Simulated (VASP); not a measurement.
# CdS (Greenockite) (P6_3mc) in VASP: notebook, part 3 of 3

VASP 6.6.1. The steps go on from the part before.

## Step 4: Band structure, PBE0

File POSCAR:

```
CdS                                     
1.0
    4.1314640049      0.0000000000      0.0000000000
   -2.0657320024      3.5779527831      0.0000000000
    0.0000000000      0.0000000000      6.7246200059
  Cd              S             
     2     2
Direct
     0.3333333332999970    0.6666666667000030    0.9993194298335599
     0.6666666667000030    0.3333333332999970    0.4993194298335598
     0.3333333332999970    0.6666666667000030    0.3756805701664402
     0.6666666667000030    0.3333333332999970    0.8756805701664401
```

File INCAR.step1:

```
ALGO = Normal
EDIFF = 1E-5
ENCUT = 520
GGA = PE
ISIF = 2
ISMEAR = 0
KPAR = 4
LASPH = T
LCHARG = F
LREAL = F
LWAVE = T
NELM = 80
PREC = Accurate
SIGMA = 0.03
```

File INCAR.step2:

```
AEXX = 0.25
ALGO = Normal
EDIFF = 1E-6
ENCUT = 520
GGA = PE
HFRCUT = -1
ISIF = 2
ISMEAR = 0
ISTART = 1
KPAR = 4
LASPH = T
LCHARG = F
LHFCALC = T
LREAL = F
LWAVE = F
NELM = 80
PREC = Accurate
PRECFOCK = Fast
SIGMA = 0.03
```

File KPOINTS:

```
k-points
0
Gamma
  6 6 3
```

File KPOINTS_OPT:

```
explicit points
6
Reciprocal
 0.0000000000  0.0000000000  0.0000000000 1
 0.0000000000  0.0000000000  0.5000000000 1
 0.3333333333  0.3333333333  0.5000000000 1
 0.3333333333  0.3333333333  0.0000000000 1
 0.5000000000  0.0000000000  0.5000000000 1
 0.5000000000  0.0000000000  0.0000000000 1
```

Potentials or basis: VASP PAW PBE potentials, release 64 (Cd, S).

Started as:

```bash
$ cat potpaw_PBE.64/Cd/POTCAR potpaw_PBE.64/S/POTCAR > POTCAR
$ cp INCAR.step1 INCAR
$ mpirun -np 4 vasp_std > vasp.out
$ cp INCAR.step2 INCAR
$ mpirun -np 4 vasp_std > vasp.out
```

OUTCAR:

```text
AEXX = 0.25
   EDIFF = 1E-6
   ENCUT = 520
   GGA = PE
   ISIF = 2
   ISMEAR = 0
   ISTART = 1
   LASPH = T
   LHFCALC = T
   LREAL = F
   NELM = 80
   PREC = Accurate
   PRECFOCK = Fast

 ion  position               nearest neighbor table
   1  0.333  0.667  0.999-   4 2.53   4 2.53   4 2.53   3 2.53
   2  0.667  0.333  0.499-   3 2.53   3 2.53   3 2.53   4 2.53
   3  0.333  0.667  0.376-   2 2.53   2 2.53   2 2.53   1 2.53
   4  0.667  0.333  0.876-   1 2.53   1 2.53   1 2.53   2 2.53

[... 548 lines left out ...]
  FORCE on cell =-STRESS in cart. coord.  units (eV):
  Direction    XX          YY          ZZ          XY          YZ          ZX
  --------------------------------------------------------------------------------------
  -------------------------------------------------------------------------------------
  Total        1.1154636      1.1154636      1.0681862      0.0000000      0.0000000      0.0000000
  in kB       17.9787567     17.9787567     17.2167518      0.0000000      0.0000000      0.0000000
  external PRESSURE =      17.7247551 kB  Pullay stress =       0.0000000 kB

 VOLUME and BASIS-vectors are now :
 -----------------------------------------------------------------------------
  energy-cutoff  :      520.00
  volume of cell :       99.40
      direct lattice vectors                 reciprocal lattice vectors
     4.131464005  0.000000000  0.000000000     0.242044950  0.139744717  0.000000000
    -2.065732002  3.577952783  0.000000000     0.000000000  0.279489434  0.000000000
     0.000000000  0.000000000  6.724620006     0.000000000  0.000000000  0.148707287

 POSITION                                       TOTAL-FORCE (eV/Angst)
 -----------------------------------------------------------------------------------
     -0.00000      2.38530      6.72004         0.000000     -0.000000     -0.004249
      2.06573      1.19265      3.35773         0.000000     -0.000000     -0.004249
     -0.00000      2.38530      2.52631         0.000000      0.000000      0.004249
      2.06573      1.19265      5.88862        -0.000000     -0.000000      0.004249
 -----------------------------------------------------------------------------------
    total drift:                               -0.000000      0.000004     -0.001276

  FREE ENERGIE OF THE ION-ELECTRON SYSTEM (eV)
  ---------------------------------------------------
  free  energy   TOTEN  =       -16.3482004654 eV

  energy  without entropy=      -16.3482004654  energy(sigma->0) =      -16.34820047
```

OUTCAR.step1:

```text
EDIFF = 1E-5
   ENCUT = 520
   GGA = PE
   ISIF = 2
[... 571 lines left out ...]
     -0.00000      2.38530      6.72004        -0.000000     -0.000000     -0.001028
      2.06573      1.19265      3.35773         0.000000      0.000000     -0.001028
     -0.00000      2.38530      2.52631        -0.000000     -0.000000      0.001028
      2.06573      1.19265      5.88862         0.000000     -0.000000      0.001028
 -----------------------------------------------------------------------------------
    total drift:                               -0.000000     -0.000000     -0.001268

  FREE ENERGIE OF THE ION-ELECTRON SYSTEM (eV)
  ---------------------------------------------------
  free  energy   TOTEN  =       -12.2464615457 eV

  energy  without entropy=      -12.2464615457  energy(sigma->0) =      -12.24646155
```

OSZICAR.step1:

```text
N       E                     dE             d eps       ncg     rms          rms(c)
DAV:   1     0.254271196278E+03    0.25427E+03   -0.18005E+04   616   0.150E+03
DAV:   2     0.159036034056E+01   -0.25268E+03   -0.24776E+03   688   0.362E+02
DAV:   3    -0.131659956272E+02   -0.14756E+02   -0.14704E+02   742   0.863E+01
DAV:   4    -0.133304107221E+02   -0.16442E+00   -0.16432E+00   718   0.941E+00
DAV:   5    -0.133331735585E+02   -0.27628E-02   -0.27627E-02   766   0.117E+00    0.114E+01
DAV:   6    -0.122686088143E+02    0.10646E+01   -0.25493E+00   794   0.169E+01    0.902E+00
DAV:   7    -0.122526842434E+02    0.15925E-01   -0.89394E-01   742   0.552E+00    0.400E+00
DAV:   8    -0.122482171498E+02    0.44671E-02   -0.13470E-01   734   0.397E+00    0.579E-01
DAV:   9    -0.122462446354E+02    0.19725E-02   -0.25127E-02   778   0.210E+00    0.186E-01
DAV:  10    -0.122463180983E+02   -0.73463E-04   -0.19198E-03   740   0.491E-01    0.113E-01
DAV:  11    -0.122463837365E+02   -0.65638E-04   -0.19478E-04   754   0.104E-01    0.118E-01
DAV:  12    -0.122464448161E+02   -0.61080E-04   -0.16574E-04   706   0.641E-02    0.378E-02
DAV:  13    -0.122464626034E+02   -0.17787E-04   -0.35217E-05   588   0.382E-02    0.264E-02
DAV:  14    -0.122464615457E+02    0.10577E-05   -0.39066E-06   506   0.175E-02
   1 F= -.12246462E+02 E0= -.12246462E+02  d E =-.152386E-12
```

It took 19 min on 4 MPI ranks of Intel Xeon Platinum 8488C (Sapphire Rapids), shared host; peak memory 0.29 GiB.

What came out:

- Free energy: -16.3482 eV
- Pressure: 1.8 GPa
- Largest force: 0.004 eV/Å
- Band gap on the k mesh: 2.90 eV, direct
- Band gap along the path: 2.90 eV, direct

Forces on the atoms (eV/Å):
```
Cd   0.000  0.000 -0.004
Cd   0.000  0.000 -0.004
S    0.000  0.000  0.004
S    0.000  0.000  0.004
```

Stress tensor (GPa, compression positive):
```
1.80 0.00 0.00
0.00 1.80 0.00
0.00 0.00 1.72
```

Levels at points of the mesh, in eV from the valence-band top:
```tsv
k point	band 16	band 17	band 18	band 19	band 20	band 21
(0.00, 0.00, 0.00)	-0.06	0.00	0.00	2.90	4.58	8.35
(0.50, 0.00, 0.00)	-2.05	-1.42	-0.83	5.57	5.62	6.78
```

Caveat: the PAW data sets were made with another functional, which shifts forces and pressure a little.

## Step 5: Band structure, PBE-EpsX

POSCAR is that of step 4.

File INCAR.step1:

```
ALGO = Normal
EDIFF = 1E-8
ENCUT = 520
GGA = PE
ISIF = 2
ISMEAR = 0
KPAR = 4
LASPH = T
LCHARG = F
LEPSILON = T
LREAL = F
LWAVE = F
NELM = 80
PREC = Accurate
SIGMA = 0.03
```

File KPOINTS.step1:

```
Automatic mesh
0
G
  9 9 4
  0 0 0
```

File INCAR.step2:

```
ALGO = Normal
EDIFF = 1E-5
ENCUT = 520
GGA = PE
ISIF = 2
ISMEAR = 0
KPAR = 4
LASPH = T
LCHARG = F
LREAL = F
LWAVE = T
NELM = 80
PREC = Accurate
SIGMA = 0.03
```

File KPOINTS.step2:

```
k-points
0
Gamma
  6 6 3
```

File INCAR.step3:

```
AEXX = 0.1617
ALGO = Normal
EDIFF = 1E-6
ENCUT = 520
GGA = PE
HFRCUT = -1
ISIF = 2
ISMEAR = 0
ISTART = 1
KPAR = 4
LASPH = T
LCHARG = F
LHFCALC = T
LREAL = F
LWAVE = F
NELM = 80
PREC = Accurate
PRECFOCK = Fast
SIGMA = 0.03
```

File KPOINTS.step3:

```
k-points
0
Gamma
  6 6 3
```

KPOINTS_OPT is that of step 4.

Started as:

```bash
$ cat potpaw_PBE.64/Cd/POTCAR potpaw_PBE.64/S/POTCAR > POTCAR
$ cp INCAR.step1 INCAR
$ cp KPOINTS.step1 KPOINTS
$ mpirun -np 4 vasp_std > vasp.out
$ cp INCAR.step2 INCAR
$ cp KPOINTS.step2 KPOINTS
$ mpirun -np 4 vasp_std > vasp.out
$ cp INCAR.step3 INCAR
$ cp KPOINTS.step3 KPOINTS
$ mpirun -np 4 vasp_std > vasp.out
```

It took 21 min on 4 MPI ranks of Intel Xeon Platinum 8488C (Sapphire Rapids), shared host; peak memory 0.56 GiB.

It converged, with:

- Free energy: -14.8696 eV
- Pressure: 2.2 GPa
- Band gap on the k mesh: 2.29 eV, direct
- Band gap along the path: 2.29 eV, direct

Forces on the atoms (eV/Å):
```
Cd   0.000  0.000 -0.003
Cd   0.000  0.000 -0.003
S    0.000  0.000  0.003
S    0.000  0.000  0.003
```

Levels at points of the mesh, in eV from the valence-band top:
| k point | band 15 | band 16 | band 17 | band 18 | band 19 | band 20 | band 21 | band 22 |
| --- | --- | --- | --- | --- | --- | --- | --- | --- |
| (0.00, 0.00, 0.00) | -0.81 | -0.06 | 0.00 | 0.00 | 2.29 | 3.94 | 7.68 | 7.68 |
| (0.50, 0.00, 0.00) | -2.81 | -2.00 | -1.38 | -0.81 | 4.91 | 5.00 | 6.18 | 7.70 |

Caveat: the PAW data sets were made with another functional, which shifts forces and pressure a little.

## Step 6: Overview

```csv
level,screening parameter,exchange at q = 0,share of exact exchange,gap on the mesh (eV),pressure (GPa)
PBE,-,-,-,1.22,3.1
HSE06,0.2 1/A,-,-,2.27,1.9
PBE0,-,truncated,-,2.90,1.8
PBE-EpsX,-,truncated,0.1617,2.29,2.2
```

Alike in all rows: task band structure; potentials or basis VASP PAW PBE potentials, release 64 (Cd, S); no spin polarisation; cell as given; k mesh 6 × 6 × 3; cutoff (eV) 520; smearing gaussian 0.03 eV.

On the cell as given the gap runs from 1.22 eV (PBE) to 2.90 eV (PBE0). The pressure there spans 1.8 GPa (PBE0) to 3.1 GPa (PBE); a positive pressure means that this level wants a larger cell, a negative one a smaller.

Caveats: the PAW data sets were made with another functional, which shifts forces and pressure a little (some runs).

Total energies depend on the potentials used, so only differences within one code and one set of settings carry meaning.

## Step 7: Comparison with measurements

Step 2. Against the measured gap of CdS, 2.5809 eV (quoted in “Isotope dependence of band-gap energy”, 2008, arxiv:0807.2152), the calculated 1.22 eV is off by -1.36 eV. So large a miss can be the level of theory's own, or it may mean another phase, state or a wrong row. Spin-orbit coupling on Cd is left out. The value is that of PBE, without temperature or zero-point motion. Semilocal functionals fall short of measured gaps as a rule.

Step 3. Measured gap of CdS: 2.5809 eV (quoted in “Isotope dependence of band-gap energy”, 2008, arxiv:0807.2152). This calculation gives 2.27 eV (-0.31 eV). Spin-orbit coupling on Cd is left out. The value is that of HSE06, without temperature or zero-point motion.

Step 4. Against the measured gap of CdS, 2.5809 eV (quoted in “Isotope dependence of band-gap energy”, 2008, arxiv:0807.2152), the calculated 2.90 eV is off by +0.32 eV. Spin-orbit coupling on Cd is left out. The value is that of PBE0, without temperature or zero-point motion.

Step 5. Against the measured gap of CdS, 2.5809 eV (quoted in “Isotope dependence of band-gap energy”, 2008, arxiv:0807.2152), the calculated 2.29 eV is off by -0.29 eV. Spin-orbit coupling on Cd is left out. The value is that of PBE-EpsX, without temperature or zero-point motion.
